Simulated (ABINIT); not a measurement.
Crystal: InAs.

```xyz
2
Lattice="0.0000 3.0180 3.0180 3.0180 0.0000 3.0180 3.0180 3.0180 0.0000" Properties=species:S:1:pos:R:3 pbc="T T T"
In    0.0000    0.0000    0.0000
As    4.5270    4.5270    4.5270
```

Base run:

```yaml
Program: ABINIT 10.8.3 (patched build)
Functional: PBE
Potentials_or_basis: PseudoDojo NC SR PBE v0.5 standard
Cutoff: 1034 eV
k_mesh: 6 × 6 × 6
Occupations: fermi-dirac, width 0.05 eV
Spin: no spin polarisation
```

Its results: band gap on the k mesh none (metal or under the smearing width); pressure 3.8 GPa.

Problem. The run is repeated on the same cell with these changes: potentials or basis from PseudoDojo NC SR PBE v0.5 standard to PseudoDojo NC SR PBE v0.4.1 standard; cutoff from 1034 eV to 1088 eV. What comes out?

Solution. Band gap on the k mesh none (metal or under the smearing width); pressure 4.3 GPa.

Caveats: this crystal is a semiconductor, whose small gap the functional closes, so the metal is an error of the method.
